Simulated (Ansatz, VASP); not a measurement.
Sb in VASP and in Ansatz

```xyz
1
Lattice="3.1600 0.0000 0.0000 0.0000 3.1600 0.0000 0.0000 0.0000 3.1600" Properties=species:S:1:pos:R:3 pbc="T T T"
Sb    0.0000    0.0000    0.0000
```

This isn't the form of Sb at room conditions, which is rhombohedral.

Alike in both runs: task single point; functional r2SCAN-based global hybrid; k mesh 5 × 5 × 5; occupations fermi-dirac, width 0.05 eV; no spin polarisation.

|  | VASP | Ansatz |
| --- | --- | --- |
| version | VASP 6.6.1 | Ansatz 0.2.0 |
| potentials or method | VASP PAW PBE potentials, release 64 (Sb) | Ansatz PAW |
| plane-wave cutoff (eV) | 520 | 500 |
| valence electrons in the cell | 5 | 15 |

Ansatz gave:

| Property | Result |
| --- | --- |
| gap on the k mesh at the Fermi level (eV) | none |
| pressure (GPa) | -4.0 |

**Question.** Which values does VASP return?

**Answer.** gap on the k mesh at the Fermi level (eV): none; pressure (GPa): -4.3.

A gap of «none» marks a metal or a gap that the smearing closes. The two sets of potentials don't hold the same shells in valence.

Caveats: the k mesh is coarse (spacing up to 0.40 Å⁻¹), so the values aren't converged (VASP); the PAW data sets were made with another functional, which shifts forces and pressure a little (VASP); the k mesh is coarse (spacing up to 0.40 Å⁻¹), so the values aren't converged, least of all with exact exchange (Ansatz); the PAW data sets come from PBE, with cores solved anew for the run's functional, which leaves a small shift of forces and pressure (Ansatz); the thresholds are loose for stress (Ansatz). Spin-orbit coupling is left out, which matters for the levels of Sb.
